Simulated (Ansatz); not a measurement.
# NiO: starts and ends of a spin-polarised SCF, part 2 of 2

Aim: see which self-consistent states NiO reaches from different starts at one fixed geometry, and which of them is lowest. We look at NiO: its deposited structure (space group Fm-3m, primitive cell doubled), with 4 atoms per cell. Source: COD entry 4320493; the sample's temperature and pressure aren't taken into account.

Ansatz 0.2.0; DFT PBE+U, PAW, plane waves, scalar-relativistic; U − J = 6.2 eV on Ni d. Earlier steps stand in the parts before.

## 8. A moment on one site alone, plain SCF

input.yaml

```yaml
crystal:
  lattice:
    - [4.19006, 2.09503, 2.09503]
    - [2.09503, 4.19006, 2.09503]
    - [2.09503, 2.09503, 4.19006]
  atoms:
    - { symbol: Ni, position: [0.0, 0.0, 0.0], spin: 2.0 }
    - { symbol: Ni, position: [0.5, 0.5, 0.5] }
    - { symbol: O, position: [0.25, 0.25, 0.25] }
    - { symbol: O, position: [0.75, 0.75, 0.75] }
magnetization:
  spin_polarized: true
hamiltonian:
  xc: pbe
  pseudopotentials: { kind: paw }
  hubbard: { sites: [{ species: Ni, l: d, u_eff: 6.2 }] }
basis:
  ecutwfc: 420
kpoints:
  mp_grid: { grid: [8, 8, 8] }
scf:
  occupations: { method: fermi_dirac, width: 0.05 }
  lower_state_search: "off"
output:
  forces: true
  stress: true
```

The program printed, shortened:

```text
[... 17 lines as in an earlier run ...]
Magnetic group: BNS 166.97 (UNI 1327), of the structure as read, at distance tolerance 3.3e-5 Å
[... 7 lines as in an earlier run ...]
Starting moments: Σ|m| = 2 μB on 1 of 4 sites
[... 2 lines as in an earlier run ...]
SCF iter   1: F=—  HF=-12813.458236 eV  |F-HF|=—  |Δ(HF+E_count)|=         —  Δρ=3.33e-1 (↑1.98e-1 ↓3.33e-1)  dr2=7.05e1  dr2_m=4.66e0  M=0.516 μB ∫|m|=0.604 μB  β_m=0.30  ethr=3.10e-3  ⟨swp⟩=5.4  Hψ=13335  notcnv=0
[...]
[... 1 line as in an earlier run ...]
[...]
spin-set hold released at iteration 5 (the charge has settled, or the pull on large starting moments outlasts its swing): the magnetisation degrees of freedom join the quasi-Newton model from the next iteration; the mixer history was flushed
[...]
SCF iter  17: F=-12809.580308 eV  HF=-12809.580308 eV  |F-HF|=1.58e-8  |Δ(HF+E_count)|=   3.66e-9  Δρ=6.69e-6 (↑5.25e-6 ↓6.69e-6)  dr2=2.15e-8  dr2_m=2.15e-9  M=0.000 μB ∫|m|=3.603 μB  ethr=2.08e-10  ⟨swp⟩=4.0  Hψ=12838  notcnv=0
[...]
SCF converged after 17 iterations
Magnetization: 0.0000 μB (24.0000 up, 24.0000 down)
Absolute magnetization: 3.6007 μB (∫|ρ↑−ρ↓|, with the PAW one-centre terms)
Spin contamination: 1.9243 ħ² per cell (⟨S²⟩ above its minimum at these occupations)
Per-site moments (μB) at R_I (Å): [(1.6705802428118792, 0.8641998750000001), (-1.6705716970121938, 0.8641998749999998), (-5.165535408784382e-6, 0.8641998750000001), (-5.165535409330676e-6, 0.8641998749999998)]
Free energy (F): -12809.580308 eV
[...]
E sigma→0 (E₀):  -12809.580308 eV
Fermi energy:    14.435730 eV
[... 28 lines left out: energy terms, forces, stress ...]
Occupation matrices written to <dir>
```

Run time: 5.2 s. Hardware: 2 threads of an x86-64 CPU, shared host; peak memory 0.49 GiB.

This is the state of step 3 again (antiferromagnetic), after 17 iterations.

## 9. Parallel moments, Broyden mixing, no switch to direct minimisation

Changes to input.yaml since step 8:

```diff
@@ -7,3 +7,3 @@
     - { symbol: Ni, position: [0.0, 0.0, 0.0], spin: 2.0 }
-    - { symbol: Ni, position: [0.5, 0.5, 0.5] }
+    - { symbol: Ni, position: [0.5, 0.5, 0.5], spin: 2.0 }
     - { symbol: O, position: [0.25, 0.25, 0.25] }
@@ -23,2 +23,4 @@
   lower_state_search: "off"
+  algorithm: density_mixing
+  mixing: { algorithm: broyden, beta: 0.3 }
 output:
```

The program printed, shortened:

```text
[... 25 lines as in an earlier run ...]
Starting moments: Σ|m| = 4 μB on 2 of 4 sites
[... 2 lines as in an earlier run ...]
SCF iter   1: F=—  HF=-12811.520976 eV  |F-HF|=—  |Δ(HF+E_count)|=         —  Δρ=4.03e-1 (↑1.07e-1 ↓4.03e-1)  dr2=6.56e1  dr2_m=1.01e1  M=1.094 μB ∫|m|=1.094 μB  β_m=0.30  ethr=3.10e-3  ⟨swp⟩=5.4  Hψ=14971  notcnv=0  defer=1
[...]
[... 1 line as in an earlier run ...]
[...]
[... 1 line as in an earlier run ...]
[...]
SCF iter  17: F=-12809.385625 eV  HF=-12809.385625 eV  |F-HF|=1.14e-8  |Δ(HF+E_count)|=   1.74e-8  Δρ=2.58e-6 (↑2.31e-6 ↓2.58e-6)  dr2=2.24e-9  dr2_m=2.93e-11  M=4.000 μB ∫|m|=4.015 μB  ethr=9.00e-11  ⟨swp⟩=3.0  Hψ=10914  notcnv=0
[...]
this state was not tested for a lower state beside it, because the mixer in use, unlike msr1, does not test its closes by its own steps (another_mixer; see scf.mixing.algorithm and scf.lower_state_search)
SCF converged after 17 iterations
Magnetization: 4.0000 μB (26.0000 up, 22.0000 down)
Absolute magnetization: 4.0125 μB (∫|ρ↑−ρ↓|, with the PAW one-centre terms)
Spin contamination: 0.0029 ħ² per cell (⟨S²⟩ above its minimum at these occupations)
Per-site moments (μB) at R_I (Å): [(1.7235522351760568, 0.8641998750000001), (1.7235522351760566, 0.8641998749999998), (0.20213336756479197, 0.8641998750000001), (0.20213336756479217, 0.8641998749999998)]
Free energy (F): -12809.385625 eV
[...]
E sigma→0 (E₀):  -12809.385625 eV
Fermi energy:    14.696327 eV
[... 28 lines left out: energy terms, forces, stress ...]
Occupation matrices written to <dir>
```

It took 6.6 s on 2 threads of an x86-64 CPU, shared host; peak memory 0.46 GiB.

Nothing new: the 17 iterations lead to the state found in step 2 (ferromagnetic).

## 10. All ends together

```csv
step,iterations,state,moments of Ni1 Ni2 O3 O4 (μB),total (μB),gap (eV),pressure (GPa),above lowest (meV/atom)
2,12,2,1.72 1.72 0.20 0.20,4.00,2.22,11.3,48.7
3,13,1,1.67 -1.67 0.00 0.00,0.00,3.07,8.6,0.0
4,11,3,0.00 0.00 0.00 0.00,0.00,none,-3.3,1080
5,12,2,1.72 1.72 0.20 0.20,4.00,2.22,11.3,48.7
6,20,2,1.72 1.72 0.20 0.20,4.00,2.22,11.3,48.7
7,15,1,1.67 -1.67 0.00 0.00,0.00,3.07,8.6,0.0
8,17,1,1.67 -1.67 0.00 0.00,0.00,3.07,8.6,0.0
9,17,2,1.72 1.72 0.20 0.20,4.00,2.22,11.3,48.7
```

States are numbered from the lowest. Starts by step: 2 parallel moments, plain SCF; 3 opposed moments +-, plain SCF; 4 no spin polarisation; 5 spin on, no moments given (the program may seed its own), plain SCF; 6 parallel moments scaled by 0.03, plain SCF; 7 moments +- scaled by 0.65, plain SCF; 8 a moment on one site alone, plain SCF; 9 parallel moments, Broyden mixing, no switch to direct minimisation.

The 8 runs of this session took 37 s in all, from 2.2 s to 6.9 s each.

Decimal logarithm of the largest residual (eV) by iteration, counted through all cycles of a run (7 of the 8 runs):

```csv
iteration,step 2,step 3,step 4,step 5,step 6,step 7,step 8
1,1.8,1.8,1.9,1.9,1.9,1.9,1.8
2,0.3,0.1,1.4,1.0,-0.1,0.0,0.3
3,-0.3,-0.3,-0.4,0.2,-0.1,-0.3,0.4
4,0.1,0.7,-1.5,-0.2,-1.0,-0.8,0.4
5,-0.6,-0.5,-1.1,0.0,-0.5,-0.6,0.2
6,-1.7,-0.8,-2.7,-1.3,-0.7,-0.8,0.1
8,-3.5,-3.2,-3.7,-2.4,-0.3,-2.1,-0.8
10,-5.6,-5.1,-7.3,-4.1,0.3,-2.1,-2.2
11,-6.4,-5.4,-9.0,-6.1,0.4,-3.1,-3.2
13,-,-9.7,-,-,-0.8,-6.0,-4.4
15,-,-,-,-,-2.9,-8.0,-6.0
17,-,-,-,-,-5.5,-,-7.7
18,-,-,-,-,-6.5,-,-
20,-,-,-,-,-9.4,-,-
```

## 11. Results

This closing draws on all 2 parts.

| quantity | value |
| --- | --- |
| distinct states | 3 from 8 converged runs |
| lowest state from plain starts | antiferromagnetic |
| its moments | Ni1 1.67, Ni2 -1.67 μB |
| total moment | 0.00 μB per cell |
| gap on the k-mesh | 3.07 eV |
| pressure | 8.6 GPa |
| largest force | 0.000 eV/Å |
| next state | ferromagnetic, 48.7 meV/atom higher |
| highest state | non-magnetic (no spin polarisation), 1080 meV/atom higher |

What this shows: Distinct end states: 3, from 8 converged runs. Switching spin polarisation off costs 1080 meV/atom in free energy, smearing entropy included. The best ferromagnetic state lies 48.7 meV/atom above the best antiferromagnetic one. These are lowest states among those tried, not proven ground states.
